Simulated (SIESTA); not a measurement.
Ga under changes of volume

One of the cells (18.191 Å³/atom); the others are scaled copies at fixed shape and fractional positions:

```
CELL_PARAMETERS angstrom
2.77842 0.00000 0.00000
0.00000 3.28161 0.00000
-1.34343 0.00000 3.99027
ATOMIC_POSITIONS crystal
Ga 0.13460 0.75000 0.77017
Ga 0.86540 0.25000 0.22983
```

This isn't the form of Ga at room conditions, which is orthorhombic.

```yaml
Program: SIESTA 5.4.2
Functional: LDA
Potentials_or_basis: PseudoDojo 0.4 standard (LDA files)
Basis: DZP (energy shift 0.003 Ry; two zetas on semicore shells)
Grid_cutoff: 800 Ry
Energy_shift: 0.003 Ry
k_mesh: 10 × 8 × 7
Occupations: fermi-dirac, width 0.05 eV
Spin: no spin polarisation
```

| volume (Å³/atom) | energy over the lowest point (meV/atom) | pressure (GPa) | largest force (eV/Å) |
| --- | --- | --- | --- |
| 17.100 | 0.00 | 0.1 | 0.149 |
| 17.463 | 1.38 | -1.3 | 0.144 |
| 17.827 | 5.70 | -2.5 | 0.139 |
| 18.191 | 12.38 | -3.4 | 0.134 |
| 18.555 | ? | ? | ? |
| 18.919 | 31.78 | -5.1 | 0.119 |
| 19.283 | 44.13 | -5.8 | 0.112 |

Q: What does the run at 18.555 Å³/atom give?

A: Energy over the lowest point 21.12 meV/atom; pressure -4.3 GPa; largest force 0.127 eV/Å.

Worked out: A Birch-Murnaghan fit of order 3 (a polynomial in V^(-2/3)) to the other rows has its minimum at 17.11 Å³/atom with B0 = V·E''(V) = 66 GPa and B' = 5.3 at fixed shape and positions, which overstates the stiffness. It gives 21.16 meV/atom at 18.555 Å³/atom, against the run's 21.12, and -dE/dV = -4.3 GPa, against -4.3.

Energies are extrapolated to zero smearing.

Caveats: the basis of atomic orbitals isn't converged, which shifts pressures, moduli and gaps.
